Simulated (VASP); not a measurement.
Here is a VASP 6.6.1 calculation.

The input INCAR:

```
ALGO     = Fast           # electronic algorithm
EDIFF    = 1E-7           # SCF threshold, eV
EDIFFG   = -0.002         # ionic threshold
ENCUT    = 520            # plane-wave cutoff, eV
GGA      = PE             # functional
IBRION   = 2              # ionic algorithm
ISIF     = 3              # what is computed and relaxed
ISMEAR   = 0              # smearing method
LASPH    = T              # aspherical terms in the spheres
LCHARG   = F              # write CHGCAR
LREAL    = F              # projectors in reciprocal space
LWAVE    = F              # write WAVECAR
NELM     = 100            # most SCF steps
NSW      = 80             # ionic steps
PREC     = Accurate       # precision mode
SIGMA    = 0.02           # smearing width, eV
```

KPOINTS

```
k-points
0
Gamma
  2 2 2
```

POSCAR

```
Ge                                      
1.0
   -0.0000000000      3.1327439659      3.1327439659
    3.1327439659      0.0000000000      3.1327439659
    3.1327439659      3.1327439659      0.0000000000
  Ge            
     2
Direct
     0.0000000000000000    0.0000000000000000    0.0000000000000000
     0.2500000000000000    0.2500000000000000    0.2500000000000000
```

Potentials or basis: VASP PAW PBE potentials, release 64 (Ge_d).

The run is started by

```sh
$ cat potpaw_PBE.64/Ge_d/POTCAR > POTCAR
$ mpirun -np 1 vasp_std > vasp.out
```

(1) Estimate the space group after relaxing (to 0.05 Å).

(2) Predict the relaxed cell.

## Answers

(1) Fd-3m (No. 227).

(2) a = 4.442 Å, b = 4.442 Å, c = 4.442 Å, α = 60.00°, β = 60.00°, γ = 60.00°.

Caveat: the k mesh is coarse (spacing up to 0.87 Å⁻¹), so the values aren't converged.
